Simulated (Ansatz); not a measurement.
This is a single-point calculation with the PAW code Ansatz on BeS in the zincblende structure; the level of theory is r2SCAN. The cell was relaxed with r2SCAN and then strained (isotropic -3.0 % on every length), with the atoms relaxed again with r2SCAN; k points keep the names of the unstrained zone.

```yaml
crystal:
  lattice:
    - [0.0, 2.3612770434, 2.3612770434]
    - [2.3612770434, 0.0, 2.3612770434]
    - [2.3612770434, 2.3612770434, 0.0]
  atoms:
    - { symbol: Be, position: [0.0, 0.0, 0.0] }
    - { symbol: S, position: [0.25, 0.25, 0.25] }
kpoints:
  mp_grid: { grid: [10, 10, 10] }
  band_path:
    path:
      - [0.0, 0.0, 0.0]
      - [-0.5, -0.5, 0.0]
      - [-0.375, -0.375, 0.25]
      - [-0.375, 0.0, 0.375]
      - [0.0, 0.0, 0.5]
      - [-0.5, -0.25, 0.25]
      - [-0.0375, 0.0, 0.0375]
      - [0.0, 0.5, 0.5]
    npoints: 1
hamiltonian:
  xc: r2scan
scf:
  occupations: { method: fixed }
  n_extra_bands: 4
output:
  forces: true
  stress: true
  eigenvalues: true
```

In the abridged output below, numbers in square brackets stand for lines, or ends of lines, that were taken out.
```
Functional definition: r2SCAN
Crystal: 2 atoms, lattice volume = 26.331 Å³
[1]
Bands: 8, of which v1, the nominal top of the filled ones, is band 4 counted from 1 (3 counted from 0)
Symmetry: 24 space group operations
Space group: F-43m (ITA 216)
[2]
SCF 1 converged in 6 iterations: F = -1001.519023 eV  dr2 = 5.75e-10
SCF converged after 6 iterations
Free energy (F): -1001.519023 eV
Fermi energy:    6.095940 eV
--- Stress (GPa, compression-positive) ---
[3]
```

Problem. What stood in the gaps? They hold the stress, cutoff and plane waves at Γ, the count of irreducible k points.

Solution.
```
[1]
Basis set: ecut = 500 eV, 645 PW (Γ)
[2]
k-points: 47 of 1000 (time reversal used)
[3]
       10.565913       0.000000       0.000000
        0.000000      10.565913       0.000000
        0.000000       0.000000      10.565913
  P = ⅓ Tr σ = 10.5659 GPa (105.659 kbar)
```

bands.tsv, columns around the gap (it counts bands from 0):
```tsv
# k_distance	band_0	band_1	band_2	band_3	band_4	band_5	band_6	band_7
# fermi_ev = 6.095940
# [0, 0, 0] at k_distance = 0.000000
# [-0.5, -0.5, 0] at k_distance = 1.330463
# [-0.375, -0.375, 0.25] at k_distance = 1.800853
# [-0.375, 0, 0.375] at k_distance = 2.615592
# [0, 0, 0.5] at k_distance = 3.430331
# [-0.5, -0.25, 0.25] at k_distance = 4.371111
# [-0.0375, 0, 0.0375] at k_distance = 5.725474
# [0, 0.5, 0.5] at k_distance = 6.960192
# levels_relative_to = fermi_ev
0.000	-14.887	0.000	0.000	0.000	6.161	6.161	6.161	7.434
1.330	-12.313	-5.642	-3.018	-3.018	3.368	5.259	14.418	14.418
1.801	-12.324	-5.110	-4.670	-2.507	4.723	8.166	11.735	12.703
2.616	-12.324	-5.110	-4.670	-2.507	4.723	8.166	11.735	12.703
3.430	-12.970	-6.523	-1.179	-1.179	6.362	7.051	7.051	12.462
4.371	-12.242	-4.746	-4.432	-3.822	7.017	8.642	9.532	9.898
5.725	-14.837	-0.325	-0.146	-0.019	6.215	6.218	6.359	7.720
6.960	-12.313	-5.642	-3.018	-3.018	3.368	5.259	14.418	14.418
```
In order the rows are Γ, X, U, K, L, W, Γ–K (0.10), X.

With r2SCAN the valence top lies at Γ and the conduction bottom at X, 3.37 eV higher; the smallest vertical gap, at Γ, is 6.16 eV. The gap is the least over the mesh and the extra points. At this geometry r2SCAN finds +10.57 GPa, compression counted positive: its own equilibrium volume is larger.

Command: `ansatz run input.yaml --threads 2 --pin off --max-ram 29491MiB --backend cpu --events-out ev --progress --plain --runs-dir out`. It took 1.5 s on 2 threads of AMD EPYC 7R13 Processor (Zen 3), with other jobs on the host; peak host memory 0.49 GiB.

Calculated for a static, non-magnetic cell.
